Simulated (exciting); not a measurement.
# AlN (F-43m) in exciting: single point with PBE

Aim: the single point of AlN with PBE.

Everything below comes from runs of exciting (release sodium). Logs are shortened: lines on timing, memory, paths and dates and some standing lists are left out, and cuts for length are marked.

## Step 1: The crystal as given

Symmetry: F-43m, No. 216, cubic system. Conventional cell: a = 4.368 Å, b = 4.368 Å, c = 4.368 Å, α = 90.00°, β = 90.00°, γ = 90.00°. Al (site symmetry -43m) has 4 N at 1.89 Å as nearest neighbours. N (site symmetry -43m) has 4 Al at 1.89 Å as nearest neighbours.

Measurements of this composition are mostly on another form, of space group No. 186.

## Step 2: Single point, PBE

Input file input.xml:

```xml
<input>
  <title>AlN</title>
  <structure speciespath="./" tshift="false">
    <crystal scale="1">
      <basevect>0.000000000000 4.127149685591 4.127149685591</basevect>
      <basevect>4.127149685591 0.000000000000 4.127149685591</basevect>
      <basevect>4.127149685591 4.127149685591 0.000000000000</basevect>
    </crystal>
    <species speciesfile="Al.xml" rmt="2">
      <atom coord="0.000000000000 0.000000000000 0.000000000000"/>
    </species>
    <species speciesfile="N.xml" rmt="1.45">
      <atom coord="0.250000000000 0.250000000000 0.250000000000"/>
    </species>
  </structure>
  <groundstate do="fromscratch" ngridk="10 10 10" rgkmax="7.5" gmaxvr="14" lmaxapw="10" lmaxmat="10" lmaxvr="8" xctype="GGA_PBE" stype="Gaussian" swidth="0.00040424" nempty="10" ValenceRelativity="iora*" epsengy="1e-05" epspot="1e-05" maxscl="60" tforce="true" outputlevel="low"/>
</input>
```

Potentials or basis: all-electron LAPW+lo, shipped species files, valence relativity iora*.

The run is started by

```sh
$ OMP_NUM_THREADS=1 exciting_smp
```

INFO.OUT:

```text
================================================================================
EXCITING SODIUM started
[... 10 lines left out ...]

 Lattice vectors (cartesian) :
      0.0000000000      4.1271496856      4.1271496856
      4.1271496856      0.0000000000      4.1271496856
      4.1271496856      4.1271496856      0.0000000000

 Reciprocal lattice vectors (cartesian) :
     -0.7612015296      0.7612015296      0.7612015296
      0.7612015296     -0.7612015296      0.7612015296
      0.7612015296      0.7612015296     -0.7612015296

 Unit cell volume                           :     140.5984901066
 Brillouin zone volume                      :       1.7642452153

 Species :    1 (Al)
     parameters loaded from                 :    Al.xml
     name                                   :    aluminium

     atomic positions (lattice) :
       1 :   0.00000000  0.00000000  0.00000000

 Species :    2 (N)
     parameters loaded from                 :    N.xml
     name                                   :    nitrogen

     atomic positions (lattice) :
       1 :   0.25000000  0.25000000  0.25000000

 Total number of atoms per unit cell        :       2

 Spin treatment                             :    spin-unpolarised

 Number of Bravais lattice symmetries       :      48
 Number of crystal symmetries               :      24

 k-point grid                               :      10   10   10
 Total number of k-points                   :      73
 k-point set is reduced with crystal symmetries

 R^MT_min * |G+k|_max (rgkmax)              :       7.50000000

 G-vector grid sizes                        :      27    27    27
 Total number of G-vectors                  :    6423

 Total nuclear charge                       :     -20.00000000
 Total electronic charge                    :      20.00000000

 Number of empty states                     :      10
 Total number of valence states             :      18

 Exchange-correlation type                  :      20
     Perdew-Burke-Ernzerhof, Phys. Rev. Lett. 77, 3865 (1996)
     Generalised gradient approximation (GGA)

 Smearing scheme                            :    Gaussian
 Smearing width                             :       0.00040424

++++++++++++++++++++++++++++++++++++++++++++++++++++++++++++++++++++++++++++++++
+ Ending initialization                                                        +
++++++++++++++++++++++++++++++++++++++++++++++++++++++++++++++++++++++++++++++++

********************************************************************************
* Groundstate module started                                                   *
********************************************************************************
 Output level for this task is set to low

++++++++++++++++++++++++++++++++++++++++++++++++++++++++++++++++++++++++++++++++
[... 5 lines left out ...]
+ SCF iteration number :    1                                                  +
++++++++++++++++++++++++++++++++++++++++++++++++++++++++++++++++++++++++++++++++
 Total energy                               :      -300.14354965
 _______________________________________________________________
 Fermi energy                               :         0.20840700
 DOS at Fermi energy (states/Ha/cell)       :         0.00000000
 Electron charge: Core leakage              :         0.00143075

 Estimated fundamental gap                  :         0.22400230
        valence-band maximum at    1      0.0000  0.0000  0.0000
     conduction-band minimum at    1      0.0000  0.0000  0.0000
[... 284 lines left out ...]
 RMS change in effective potential (target) :  0.306981E-07  ( 0.100000E-04)
 Absolute change in total energy   (target) :  0.358889E-06  ( 0.100000E-04)
 Charge distance                   (target) :  0.142439E-07  ( 0.100000E-04)
 Abs. change in max-nonIBS-force   (target) :   0.00000      ( 0.500000E-04)

++++++++++++++++++++++++++++++++++++++++++++++++++++++++++++++++++++++++++++++++
| Convergency criteria checked for the last 2 iterations                       +
| Convergence targets achieved. Performing final SCF iteration                 +
++++++++++++++++++++++++++++++++++++++++++++++++++++++++++++++++++++++++++++++++
 Total energy                               :      -297.68221255
 _______________________________________________________________
 Fermi energy                               :         0.27595188
 DOS at Fermi energy (states/Ha/cell)       :         0.00000000
 Electron charge: Core leakage              :         0.00138193

 Estimated fundamental gap                  :         0.12219149
        valence-band maximum at    1      0.0000  0.0000  0.0000
     conduction-band minimum at   41      0.5000  0.5000  0.0000

++++++++++++++++++++++++++++++++++++++++++++++++++++++++++++++++++++++++++++++++
+ Self-consistent loop stopped                                                 +
++++++++++++++++++++++++++++++++++++++++++++++++++++++++++++++++++++++++++++++++
 STATE.OUT is written

--------------------------------------------------------------------------------
- Writing atomic positions and forces                                          -
--------------------------------------------------------------------------------

 Atomic positions (lattice) :
 atom     1  Al  :     0.00000000    0.00000000    0.00000000
 atom     2   N  :     0.25000000    0.25000000    0.25000000

 Total atomic forces including IBS (cartesian) :
 atom     1  Al  :     0.00000000    0.00000000   -0.00000000
 atom     2   N  :    -0.00000000   -0.00000000    0.00000000

 Atomic force components including IBS (cartesian) :
 atom     1  Al  :     0.00000000    0.00000000    0.00000000   HF force
                 :    -0.00000000    0.00000000   -0.00000000   core correction
                 :     0.00000000   -0.00000000    0.00000000   IBS correction
 atom     2   N  :    -0.00000000   -0.00000000   -0.00000000   HF force
                 :     0.00000000   -0.00000000    0.00000000   core correction
                 :    -0.00000000    0.00000000   -0.00000000   IBS correction

********************************************************************************
* Groundstate module stopped                                                   *
********************************************************************************

================================================================================
| EXCITING SODIUM stopped                                                      =
================================================================================
```

It took 2.7 min on 1 thread of Arm Neoverse V2, shared host; peak memory 0.12 GiB.

Results:

* Free energy: -8100.3457 eV
* Band gap on the k mesh: 3.32 eV, indirect (least direct gap 4.20 eV)
